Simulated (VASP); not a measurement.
Runs of VASP 6.6.1 on PbSe (Clausthalite). It takes space group Fm-3m (No. 225, cubic). Conventional cell: a = 6.121 Å, b = 6.121 Å, c = 6.121 Å, α = 90.00°, β = 90.00°, γ = 90.00°. Pb (site symmetry m-3m) has 6 Se at 3.06 Å as nearest neighbours. Se (site symmetry m-3m) is surrounded by 6 Pb at 3.06 Å. 

| task | level | cell | k mesh | cutoff (eV) | smearing | grid for exact exchange (PRECFOCK) | exchange at q = 0 | mesh quality | gap on the mesh (eV) | pressure (GPa) | relaxed volume (Å³/atom) |
| --- | --- | --- | --- | --- | --- | --- | --- | --- | --- | --- | --- |
| single point | PBE0 | as given | 4 × 4 × 4 | 520 | gaussian 0.05 eV | Fast | default | coarse | 1.36 | 1.1 | - |
| relaxation of cell and atoms | revPBE+D3(BJ) | relaxed | 8 × 8 × 8 | 600 | fermi-dirac 0.05 eV | - | - | not flagged | 0.34 | 0.0 | 28.54 |
| relaxation of cell and atoms | revPBE+D4 | relaxed | 8 × 8 × 8 | 600 | fermi-dirac 0.05 eV | - | - | not flagged | 0.37 | 0.0 | 28.85 |
| relaxation of cell and atoms | RPBE+D3 | relaxed | 8 × 8 × 8 | 600 | fermi-dirac 0.05 eV | - | - | not flagged | 0.57 | 0.0 | 30.52 |
| relaxation of cell and atoms | RPBE+D4 | relaxed | 8 × 8 × 8 | 600 | fermi-dirac 0.05 eV | - | - | not flagged | 0.39 | 0.0 | 28.83 |
| relaxation of cell and atoms | revPBE+D3 | relaxed | 8 × 8 × 8 | 600 | fermi-dirac 0.05 eV | - | - | not flagged | 0.49 | 0.0 | (a) |
| relaxation of cell and atoms | RPBE+D3(BJ) | relaxed | 8 × 8 × 8 | 600 | fermi-dirac 0.05 eV | - | - | not flagged | 0.46 | -0.1 | 23.74 |
| relaxation of cell and atoms | PBEsol+D3 | relaxed | 8 × 8 × 8 | 600 | fermi-dirac 0.05 eV | - | - | not flagged | 0.11 | 0.0 | 27.88 |
| relaxation of cell and atoms | PBEsol+rVV10 | relaxed | 8 × 8 × 8 | 600 | fermi-dirac 0.05 eV | - | - | not flagged | (b) | 0.0 | 28.21 |
| relaxation of cell and atoms | PBEsol+D4 | relaxed | 8 × 8 × 8 | 600 | fermi-dirac 0.05 eV | - | - | not flagged | 0.09 | 0.0 | 27.75 |
| relaxation of cell and atoms | PBEsol+D3(BJ) | relaxed | 8 × 8 × 8 | 600 | fermi-dirac 0.05 eV | - | - | not flagged | 0.03 | 0.0 | 27.32 |

Alike in all rows: potentials or basis VASP PAW PBE potentials, release 64 (Pb_d, Se); no spin polarisation.

**Question.** Estimate the missing entries.

**Answer.** (a) 29.88; (b) 0.13.

Caveats: some runs use coarse meshes; the PAW data sets were made with another functional, which shifts forces and pressure a little; spin-orbit coupling is left out, which as a rule narrows the gap of such compounds by several tenths of an eV; the volume moved by over 15 % at a fixed basis, so the end points are rough (some runs); the volume moved by -17 % from the deposited cell, more than functionals usually miss (some runs).

A k mesh can miss the band edges, and the runs leave out spin-orbit coupling on Pb, Se.

Runs at the PBE level aren't shown here.
